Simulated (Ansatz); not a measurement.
Runs of Ansatz 0.2.0 on Gd. It takes space group P6_3/mmc (No. 194, hexagonal). Conventional cell: a = 3.636 Å, b = 3.636 Å, c = 5.783 Å, α = 90.00°, β = 90.00°, γ = 120.00°. Gd (site symmetry -6m2) has 12 Gd at 3.57 to 3.64 Å as nearest neighbours. 

| task | level | cell | k mesh | smearing | q mesh | points for each segment of the path | gap on the mesh (eV) | pressure (GPa) | moment (μB) |
| --- | --- | --- | --- | --- | --- | --- | --- | --- | --- |
| single point | PBE | as given | 8 × 8 × 5 | gaussian 0.011 eV | - | - | none | 0.6 | 15.19 |
| relaxation of cell and atoms | revPBE | relaxed | 8 × 8 × 5 | fermi-dirac 0.05 eV | - | - | none | 0.0 | (a) |
| single point | PBE | as given | 8 × 8 × 5 | gaussian 0.025 eV | - | - | none | 0.6 | 15.20 |
| single point | PBE | as given | 8 × 8 × 5 | gaussian 0.026 eV | - | - | none | 0.6 | 15.20 |
| phonons | PBE | as given | 6 × 6 × 4 | fermi-dirac 0.05 eV | 2 × 2 × 2 | 8 | none | - | 15.39 |

Alike in all rows: potentials or basis Ansatz PAW; spin collinear, ferromagnetic start; cutoff (eV) 420.

Q: Estimate the missing entries.

A: (a) 15.31.

Caveats: spin-orbit coupling is left out, which moves the levels of the heavy elements; the plane-wave basis is chosen anew once the cell has moved, so the energies of steps on either side of that aren't comparable (some runs); the PAW data sets come from PBE, with cores solved anew for the run's functional, which leaves a small shift of forces and pressure (some runs).

A k mesh can miss the band edges, and the runs leave out spin-orbit coupling on Gd.

A gap of «none» marks a metal or a gap under the smearing width.
